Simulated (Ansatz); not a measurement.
Runs of Ansatz 0.2.0 on Sb. Symmetry: Fm-3m, No. 225, cubic system. The conventional cell has a = 4.742 Å, b = 4.742 Å, c = 4.742 Å, α = 90.00°, β = 90.00°, γ = 90.00°. Sb (site symmetry m-3m) is surrounded by 12 Sb at 3.35 Å. This isn't the form of Sb at room conditions, which is rhombohedral.

```csv
task,level,k mesh,cutoff (eV),smearing,phonon path,basis error allowed,mesh quality,gap on the mesh (eV),pressure (GPa)
single point,PBE,6 × 6 × 6,129,fermi-dirac 0.04 eV,-,0.004 eV/atom,coarse,none,1.9
single point,LDA,10 × 10 × 10,156,gaussian 0.02 eV,-,0.001 eV/atom,not flagged,none,-2.2
single point,PBE,10 × 10 × 10,156,gaussian 0.05 eV,-,0.001 eV/atom,not flagged,none,(a)
single point,PBE,10 × 10 × 10,156,gaussian 0.1 eV,-,0.001 eV/atom,not flagged,none,1.9
```

Alike in all rows: potentials or basis all-electron LAPW, scalar-relativistic; no spin polarisation; cell as given.

Question: Estimate the missing entries.

Answer: (a) 2.0.

Caveats: some runs use coarse meshes; the k mesh is thin for a metal, which can move the energy by tens of meV per atom (some runs).

A k mesh can miss the band edges, and the runs leave out spin-orbit coupling on Sb.

A gap of «none» marks a metal or a gap under the smearing width.
